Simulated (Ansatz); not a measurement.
Crystal: MnS.

```
Mn S
1.0
     0.00000    2.47346    2.47346
     2.47346    0.00000    2.47346
     2.47346    2.47346    0.00000
Mn S
1 1
Direct
  0.00000 0.00000 0.00000
  0.75000 0.75000 0.75000
```

The cell is a database's computed one.

Base run:

```yaml
Program: Ansatz 0.2.0
Functional: r2SCAN
Potentials_or_basis: Ansatz PAW
Cutoff: 500 eV
Density_cutoff: 2000 eV
k_mesh: 9 × 9 × 9
Occupations: fermi-dirac, width 0.05 eV
Spin: collinear spin, ferromagnetic start
Starting_moments: "[4.0, 0.0] μB"
```

Its results: band gap on the k mesh none (metal or under the smearing width); net moment 3.69 μB per cell; site moments Mn +3.14; S +0.03 μB.

Task: The run is repeated on the same cell with these changes: functional from r2SCAN to HSE06; cutoff from 500 eV to 420 eV; density cutoff from 2000 eV to 1680 eV; k mesh from 9 × 9 × 9 to 5 × 5 × 5. What comes out?

Result: Band gap on the k mesh none (metal or under the smearing width); net moment 4.49 μB per cell; site moments Mn +3.72; S +0.08 μB.

Several settings changed at once, so the effect can't be laid on one alone.

Caveats: some runs use coarse meshes; the magnetic or orbital state may not be the lowest; a cell with one magnetic atom can't hold antiferromagnetic order, which such compounds often take; semilocal functionals often make such compounds metallic where correlation or magnetic order opens a gap, which also shifts bond lengths (some runs).

Not every run made on this cell is shown here.
